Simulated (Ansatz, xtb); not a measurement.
Worked example: C2H3Cl + CHF3 → C2H3F + CHClF2

Species: C2H3Cl `C=CCl`, singlet; CHF3 `FC(F)F`, singlet; C2H3F `C=CF`, singlet; CHClF2 `FC(F)Cl`, singlet. The partners trade Cl for F; both sit on C, so the bond types are kept.

Shapes, held fixed at every level: PBE0-D4/def2-TZVP. Programs: Ansatz 0.2.0, xtb 6.7.1. The zero-point and thermal change to 298 K, harmonic and unscaled (PBE0-D4/def2-TZVP), is -1.0 kJ/mol.

At CCSD(T)/CBS estimate; 1 Eh = 2625.50 kJ/mol:

```
species  energy (Eh)
 C2H3Cl  -537.658231
   CHF3  -338.028956
  C2H3F  -177.664688
 CHClF2  -698.003485
```

**Question.** Work out ΔH(298 K) of the reaction at this level.

**Answer.** 
1. Products less reactants: (-177.664688) + (-698.003485) − [(-537.658231) + (-338.028956)] = 0.019014 Eh = +49.9 kJ/mol.
2. With the thermal change: +49.9 + (-1.0) = +48.9 kJ/mol.

Other levels give +45.0 (r2SCAN-D4/def2-TZVPP) to +57.1 kJ/mol (CCSD(T)/def2-SVP). No measured value is set beside it here. The CBS estimate extrapolates MP2 from def2-TZVPP and def2-QZVPP and adds CCSD(T) − MP2 in the triple-zeta set, cores frozen.
